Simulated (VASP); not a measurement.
# WS2 in VASP: notebook

Runs on WS2. Level: PBE. Tasks: single point.

All numbers are computed with VASP 6.6.1; they aren't measurements. Logs are shortened: lines on timing, memory, paths and dates and some standing lists are left out, and cuts for length are marked.

## Step 1: The structure

The cell holds a slab with vacuum, 3 atoms: a = 3.180 Å, b = 3.180 Å, c = 11.125 Å, α = 90.00°, β = 90.00°, γ = 120.00°.

## Step 2: Single point, PBE

The input, INCAR:

```
PREC     = Accurate       # precision mode
ENCUT    = 460            # plane-wave cutoff, eV
EDIFF    = 1E-7           # SCF threshold, eV
ISMEAR   = 0              # smearing method
SIGMA    = 0.05           # smearing width, eV
LREAL    = F              # projectors in reciprocal space
LASPH    = T              # aspherical terms in the spheres
NELM     = 120            # most SCF steps
ALGO     = Normal         # electronic algorithm
ISIF     = 2              # what is computed and relaxed
LWAVE    = F              # write WAVECAR
LCHARG   = F              # write CHGCAR
LDIPOL   = T            
IDIPOL   = 3            
DIPOL    = 0.5 0.5 0.500
GGA      = PE             # functional
NBANDS   = 24             # bands
LVHAR    = T            
LVACPOTAV= T
```

The input, KPOINTS:

```
regular mesh
0
Gamma
  10 10 1
```

The input, POSCAR:

```
WS2
1.0
    3.1800000000      0.0000000000      0.0000000000
   -1.5900000000      2.7539607800      0.0000000000
    0.0000000000      0.0000000000     11.1250000000
S W
2 1
Direct
    0.3333333333      0.6666666667      0.3595505618
    0.3333333333      0.6666666667      0.6404494382
    0.6666666667      0.3333333333      0.5000000000
```

Potentials or basis: VASP PAW PBE potentials, release 64 (S, W_sv).

Command:

```console
$ cat potpaw_PBE.64/S/POTCAR potpaw_PBE.64/W_sv/POTCAR > POTCAR
$ mpirun -np 1 vasp_std > vasp.out
```

OUTCAR:

```text
PREC = Accurate
   ENCUT = 460
   EDIFF = 1E-7
   ISMEAR = 0
   LREAL = F
   LASPH = T
   NELM = 120
   ISIF = 2
   GGA = PE

 Found     14 irreducible k-points:

 Following reciprocal coordinates:
            Coordinates               Weight
  0.000000  0.000000  0.000000      1.000000
  0.100000  0.000000  0.000000      6.000000
  0.200000  0.000000  0.000000      6.000000
  0.300000 -0.000000  0.000000      6.000000
  0.400000 -0.000000  0.000000      6.000000
  0.500000 -0.000000  0.000000      3.000000
   k-points           NKPTS =     14   k-points in BZ     NKDIM =     14   number of bands    NBANDS=     24
   number of dos      NEDOS =    301   number of ions     NIONS =      3
   total plane-waves  NPLWV =  46080
   dimension x,y,z NGX =    24 NGY =   24 NGZ =   80
   dimension x,y,z NGXF=    48 NGYF=   48 NGZF=  160
   ions per type =               2   1
   NGX,Y,Z   is equivalent  to a cutoff of  12.55, 12.55, 11.95 a.u.
   NGXF,Y,Z  is equivalent  to a cutoff of  25.09, 25.09, 23.91 a.u.
 SYSTEM =  unknown system
   PREC   = accura    normal or accurate (medium, high low for compatibility)
   ISTART =      0    job   : 0-new  1-cont  2-samecut
   ICHARG =      2    charge: 1-file 2-atom 10-const
   ISPIN  =      1    spin polarized calculation?
   LNONCOLLINEAR =      F non collinear calculations
   LSORBIT =      F    spin-orbit coupling
   LASPH  =      T    aspherical Exc in radial PAW
   ENCUT  =  460.0 eV  33.81 Ry    5.81 a.u.   5.56  5.56 19.46*2*pi/ulx,y,z
   NELM   =    120;   NELMIN=  2; NELMDL= -5     # of ELM steps
   EDIFF  = 0.1E-06   stopping-criterion for ELM
   LREAL  =      F    real-space projection
   EDIFFG = 0.1E-05   stopping-criterion for IOM
   NSW    =      0    number of steps for IOM
   IBRION =     -1    ionic relax: 0-MD 1-quasi-New 2-CG
   NFREE  =      0    steps in history (QN), initial steepest desc. (CG)
   ISIF   =      2    stress and relaxation
   ISYM   =      2    0-nonsym 1-usesym 2-fastsym
   POTIM  = 0.5000    time-step for ionic-motion
   TEBEG  =    0.0;   TEEND  =   0.0 temperature during run
   PSTRESS=    0.0 pullay stress
   NELECT =      26.0000    total number of electrons
   NUPDOWN=      -1.0000    fix difference up-down
   EMIN   =  10.00;   EMAX   =-10.00  energy-range for DOS
   EFERMI =   0.00;   METHOD = LEGACY
   ISMEAR =     0;   SIGMA  =   0.05  broadening in eV -4-tet -1-fermi 0-gaus
   EFERMI_NEDOS =   21; number of points for ismear=-14 and -15
   IALGO  =     38    algorithm
   IMIX   =      4    mixing-type and parameters
     AMIX     =   0.40;   BMIX     =  1.00
     AMIX_MAG =   1.60;   BMIX_MAG =  1.00
  volume/ion in A,a.u.               =      32.48       219.16
  Fermi-wavevector in a.u.,A,eV,Ry     =   1.053993  1.991758 15.114724  1.110901
  Thomas-Fermi vector in A             =   2.189136
   LORBIT       =      0    0 simple, 1 ext, 2 COOP (PROOUT), +10 PAW based schemes
   GGA     = PE    functional components
   LHFCALC =     F    Hartree Fock is set to
   AEXX    =    0.0000 exact exchange contribution
   IVDW    =     0    specifies the selected vdW correction
   LEPSILON=     F    determine dielectric tensor
   LRPA    =     F    only Hartree local field effects (RPA)
 non-spin polarized calculation
 Gauss-broadening in eV      SIGMA  =   0.05
  energy-cutoff  :      460.00
  volume of cell :       97.43
 maximum number of plane-waves:      2225
 NGX is ok and might be reduce to    24
   NGX = 11   NGY = 11   NGZ = 39

 number of electron      25.9999997 magnetization

 dipolmoment           0.000000      0.000000     -0.000000 electrons x Angstroem

 Free energy of the ion-electron system (eV)
  ---------------------------------------------------
  ext. energy  EPLUGINS =         0.00000000
  ---------------------------------------------------
  free energy    TOTEN  =       -23.67208573 eV

  energy without entropy =      -23.67208573  energy(sigma->0) =      -23.67208573

 E-fermi :   1.4932     XC(G=0):  -6.8269

 val. band max:        1.1232351033   @ k =   0.0000   0.0000   0.0000
 cond. band min:       3.1715604415   @ k =   0.3000   0.3000   0.0000
 fundamental gap:      2.0483253382
 Fermi energy:         1.4932405772

 k-point     1 :       0.0000    0.0000    0.0000
  band No.  band energies     occupation
      1     -72.8610      2.00000
      2     -37.0994      2.00000
      3     -36.9502      2.00000
      4     -36.9502      2.00000
      5     -13.6238      2.00000
      6     -11.9668      2.00000
[... 16 lines left out ...]
     23      11.7641      0.00000
     24      11.7641      0.00000

 k-point     2 :       0.1000    0.0000    0.0000
  band No.  band energies     occupation
      1     -72.8594      2.00000
      2     -37.0935      2.00000
      3     -36.9830      2.00000
      4     -36.9579      2.00000
      5     -13.4593      2.00000
      6     -11.9074      2.00000
[... 16 lines left out ...]
     23      11.5216      0.00000
     24      12.2320      0.00000

 k-point     3 :       0.2000    0.0000    0.0000
  band No.  band energies     occupation
      1     -72.8552      2.00000
      2     -37.0780      2.00000
      3     -37.0679      2.00000
      4     -36.9778      2.00000
      5     -13.0024      2.00000
      6     -11.7431      2.00000
[... 16 lines left out ...]
     23      11.6720      0.00000
     24      12.5729      0.00000

 k-point     4 :       0.3000   -0.0000    0.0000
  band No.  band energies     occupation
      1     -72.8500      2.00000
      2     -37.1712      2.00000
      3     -37.0588      2.00000
      4     -37.0022      2.00000
      5     -12.3662      2.00000
      6     -11.5191      2.00000
[... 16 lines left out ...]
     23      12.4026      0.00000
     24      12.8417      0.00000

 k-point     5 :       0.4000   -0.0000    0.0000
  band No.  band energies     occupation
      1     -72.8457      2.00000
      2     -37.2535      2.00000
      3     -37.0433      2.00000
      4     -37.0219      2.00000
      5     -11.7612      2.00000
      6     -11.3161      2.00000
[... 16 lines left out ...]
     23      11.8476      0.00000
     24      12.3210      0.00000

 k-point     6 :       0.5000   -0.0000    0.0000
  band No.  band energies     occupation
      1     -72.8441      2.00000
      2     -37.2846      2.00000
      3     -37.0373      2.00000
      4     -37.0294      2.00000
      5     -11.4969      2.00000
      6     -11.2321      2.00000
[... 16 lines left out ...]
     23      11.6568      0.00000
     24      12.0234      0.00000

 [... further k-points ...]

------------------------ aborting loop because EDIFF is reached ----------------------------------------

  FORCE on cell =-STRESS in cart. coord.  units (eV):
  Direction    XX          YY          ZZ          XY          YZ          ZX
  --------------------------------------------------------------------------------------
  -------------------------------------------------------------------------------------
  Total        0.4621258      0.4621258      0.6809963      0.0000000      0.0000000      0.0000000
  in kB        7.5995154      7.5995154     11.1987737      0.0000000      0.0000000      0.0000000
  external PRESSURE =       8.7992682 kB  Pullay stress =       0.0000000 kB

 VOLUME and BASIS-vectors are now :
 -----------------------------------------------------------------------------
  energy-cutoff  :      460.00
  volume of cell :       97.43
      direct lattice vectors                 reciprocal lattice vectors
     3.180000000  0.000000000  0.000000000     0.314465409  0.181556689  0.000000000
    -1.590000000  2.753960780  0.000000000     0.000000000  0.363113377  0.000000000
     0.000000000  0.000000000 11.125000000     0.000000000  0.000000000  0.089887640

 POSITION                                       TOTAL-FORCE (eV/Angst)
 -----------------------------------------------------------------------------------
     -0.00000      1.83597      4.00000        -0.000000      0.000000     -0.226929
     -0.00000      1.83597      7.12500        -0.000000      0.000000      0.226929
      1.59000      0.91799      5.56250         0.000000     -0.000000      0.000000
 -----------------------------------------------------------------------------------
    total drift:                               -0.000000      0.000000      0.000000

  FREE ENERGIE OF THE ION-ELECTRON SYSTEM (eV)
  ---------------------------------------------------
  free  energy   TOTEN  =       -23.6720857255 eV

  energy  without entropy=      -23.6720857255  energy(sigma->0) =      -23.67208573

 vacuum level on the upper side and lower side of the slab         6.827         6.827
```

OSZICAR:

```text
N       E                     dE             d eps       ncg     rms          rms(c)
DAV:   1     0.175812615169E+03    0.17581E+03   -0.13312E+04   776   0.883E+02
DAV:   2    -0.144499811564E+02   -0.19026E+03   -0.18168E+03   768   0.254E+02
DAV:   3    -0.248611150466E+02   -0.10411E+02   -0.10274E+02   888   0.565E+01
DAV:   4    -0.250609354041E+02   -0.19982E+00   -0.19973E+00   856   0.868E+00
DAV:   5    -0.250665189839E+02   -0.55836E-02   -0.55834E-02   896   0.150E+00    0.265E+01
DAV:   6    -0.238562870092E+02    0.12102E+01   -0.56149E+00   744   0.142E+01    0.107E+01
DAV:   7    -0.237349840184E+02    0.12130E+00   -0.12659E+00   816   0.574E+00    0.518E+00
DAV:   8    -0.236756964627E+02    0.59288E-01   -0.28862E-01   776   0.312E+00    0.109E+00
DAV:   9    -0.236730263271E+02    0.26701E-02   -0.14176E-02   872   0.683E-01    0.596E-01
DAV:  10    -0.236718244034E+02    0.12019E-02   -0.44699E-03   832   0.383E-01    0.112E-01
DAV:  11    -0.236717645430E+02    0.59860E-04   -0.63012E-04   736   0.148E-01    0.788E-02
DAV:  12    -0.236717416182E+02    0.22925E-04   -0.24393E-04   768   0.903E-02    0.374E-02
DAV:  13    -0.236719443200E+02   -0.20270E-03   -0.18173E-04   712   0.699E-02    0.382E-02
DAV:  14    -0.236720719896E+02   -0.12767E-03   -0.40270E-05   712   0.336E-02    0.119E-02
DAV:  15    -0.236720833271E+02   -0.11337E-04   -0.97143E-06   744   0.170E-02    0.538E-03
DAV:  16    -0.236720853211E+02   -0.19940E-05   -0.10523E-06   864   0.470E-03    0.217E-03
DAV:  17    -0.236720857340E+02   -0.41290E-06   -0.91990E-08   672   0.152E-03    0.140E-03
DAV:  18    -0.236720857255E+02    0.85156E-08   -0.59534E-09   632   0.440E-04
   1 F= -.23672086E+02 E0= -.23672086E+02  d E =-.465292E-27
```

stdout:

```text
POSCAR found type information on POSCAR S W
 POSCAR found :  2 types and       3 ions
 scaLAPACK will be used
 LDA part: xc-table for (Slater+PW92), standard interpolation
 POSCAR, INCAR and KPOINTS ok, starting setup
 FFT: planning ... GRIDC
 FFT: planning ... GRID_SOFT
 FFT: planning ... GRID
 WAVECAR not read
 entering main loop
 -----------------------------------------------------------------------------
|                                                                             |
|           W    W    AA    RRRRR   N    N  II  N    N   GGGG   !!!           |
|           W    W   A  A   R    R  NN   N  II  NN   N  G    G  !!!           |
|           W    W  A    A  R    R  N N  N  II  N N  N  G       !!!           |
|           W WW W  AAAAAA  RRRRR   N  N N  II  N  N N  G  GGG   !            |
|           WW  WW  A    A  R   R   N   NN  II  N   NN  G    G                |
|           W    W  A    A  R    R  N    N  II  N    N   GGGG   !!!           |
|                                                                             |
|     Did not find any points to average over, which means that no vacuum     |
|     field-free region was found. Please increase the size of  your cell     |
|     in the dimension of the dipole correction to obtain accurate            |
|     workfunction values.                                                    |
|                                                                             |
 -----------------------------------------------------------------------------
```

Wall time 18 s (1 thread of Intel Xeon Platinum 8488C (Sapphire Rapids), shared host); peak memory 0.2 GiB.

The run converged, but some of its settings lie outside the range that counts as converged, so its numbers aren't taken as properties of the slab.

What came out:

* Free energy: -23.6721 eV
* Largest force: 0.227 eV/Å
* Band gap on the k mesh: 2.05 eV, indirect (least direct gap 2.17 eV)
* Ionisation potential of the upper face: 5.70 eV

Caveat: spin-orbit coupling is left out, which moves the levels of the heavy elements.

## Step 3: Single point, PBE

This run uses another cell than the first one, of 52.91 Å³/atom, 1.629 times its volume.

Changes to INCAR since step 2:

```diff
@@ -12,5 +12,2 @@
 LCHARG   = F              # write CHGCAR
-LDIPOL   = T            
-IDIPOL   = 3            
-DIPOL    = 0.5 0.5 0.500
 GGA      = PE             # functional
@@ -18,2 +15,3 @@
 LVHAR    = T            
-LVACPOTAV= T
+LVACPOTAV= T            
+IDIPOL   = 3
```

The input, KPOINTS:

```
regular mesh
0
Gamma
  8 8 1
```

The input, POSCAR:

```
WS2
1.0
    3.1800000000      0.0000000000      0.0000000000
   -1.5900000000      2.7539607800      0.0000000000
    0.0000000000      0.0000000000     18.1250000000
S W
2 1
Direct
    0.3333333333      0.6666666667      0.4137931034
    0.3333333333      0.6666666667      0.5862068966
    0.6666666667      0.3333333333      0.5000000000
```

Potentials or basis: VASP PAW PBE potentials, release 64 (S, W_sv).

Command:

```console
$ cat potpaw_PBE.64/S/POTCAR potpaw_PBE.64/W_sv/POTCAR > POTCAR
$ mpirun -np 1 vasp_std > vasp.out
```

Wall time 33 s (1 thread of Intel Xeon Platinum 8488C (Sapphire Rapids), shared host); peak memory 0.25 GiB.

The run converged, but some of its settings lie outside the range that counts as converged, so its numbers aren't taken as properties of the slab.

Results:

```yaml
Free_energy: -23.6708 eV
Largest_force: 0.228 eV/Å
Band_gap_on_the_k_mesh: 2.12 eV, indirect (least direct gap 2.27 eV)
```

Caveat: spin-orbit coupling is left out, which moves the levels of the heavy elements.
